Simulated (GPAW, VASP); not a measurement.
Given: the input of a run of VASP 6.6.1 on PtS2. 

File INCAR:

```
SYSTEM = PtS2
PREC = Accurate ; ENCUT = 520
EDIFF = 1E-6 ; ISMEAR = 0
SIGMA = 0.024 ; LREAL = .False.
LASPH = .True. ; NELM = 100
ALGO = Normal ; ISIF = 2
LWAVE = .False. ; LCHARG = .False.
GGA = PE
```

Contents of KPOINTS:

```
Automatic mesh
0
Gamma
  9 9 5
  0 0 0
```

The input POSCAR:

```
PtS2
1.0
    3.5432000000      0.0000000000      0.0000000000
   -1.7716000000      3.0685012107      0.0000000000
    0.0000000000      0.0000000000      5.0388000000
Pt S
1 2
Direct
    0.0000000000      0.0000000000      0.0000000000
    0.6666666667      0.3333333333      0.7730000000
    0.3333333333      0.6666666667      0.2270000000
```

Potentials or basis: VASP PAW PBE potentials, release 64 (Pt, S).

Command:

```console
$ cat potpaw_PBE.64/Pt/POTCAR potpaw_PBE.64/S/POTCAR > POTCAR
$ mpirun -np 1 vasp_std > vasp.out
```

Question: Set up the same calculation for GPAW 26.7.0 (ASE script). Potentials or basis there: GPAW PAW data sets (gpaw-data 1.2.1), cutoff 600 eV.

Answer: As run (cutoffs and basis follow the program's own potentials, and thresholds, step limits or extra output files can differ):

run.py

```python
from ase.dft.bandgap import bandgap
from ase.io import read, write
from ase.units import GPa
from gpaw import GPAW, PW

atoms = read('POSCAR')

calc = GPAW(mode=PW(600),
            xc='PBE',
            kpts={'size': (9, 9, 5), 'gamma': True},
            occupations={'name': 'methfessel-paxton', 'order': 0, 'width': 0.024},
            nbands=26,
            convergence={'density': 1e-05, 'energy': 1e-05},
            maxiter=150,
            txt='gpaw.txt')
atoms.calc = calc
energy = atoms.get_potential_energy()
forces = atoms.get_forces()
stress = atoms.get_stress()
calc.write('gs.gpw')
write('result.traj', atoms)
print(f'Energy: {energy:.6f} eV')
print('Forces (eV/A):')
print(forces.round(4))
print('Stress (GPa):', (stress / GPa).round(3))
print('Fermi level:', round(calc.get_fermi_level(), 4), 'eV')
print(f'Gap: {bandgap(calc)[0]:.4f} eV, direct: {bandgap(calc, direct=True)[0]:.4f} eV')
```

File POSCAR:

```
PtS2
1.0
    3.5432000000      0.0000000000      0.0000000000
   -1.7716000000      3.0685012107      0.0000000000
    0.0000000000      0.0000000000      5.0388000000
Pt S
1 2
Direct
    0.0000000000      0.0000000000      0.0000000000
    0.6666666667      0.3333333333      0.7730000000
    0.3333333333      0.6666666667      0.2270000000
```

Potentials or basis: GPAW PAW data sets (gpaw-data 1.2.1), pw.

Command:

```bash
$ OMP_NUM_THREADS=1 python run.py
```

Both were run:

|  | VASP | GPAW |
| --- | --- | --- |
| Pressure | 11.1 GPa | 11.7 GPa |
| Largest force | 1.213 eV/Å | 1.292 eV/Å |

The potentials hold 22 and 28 valence electrons a cell.

The cell lies far from this level's equilibrium.

Pressure is positive in compression.
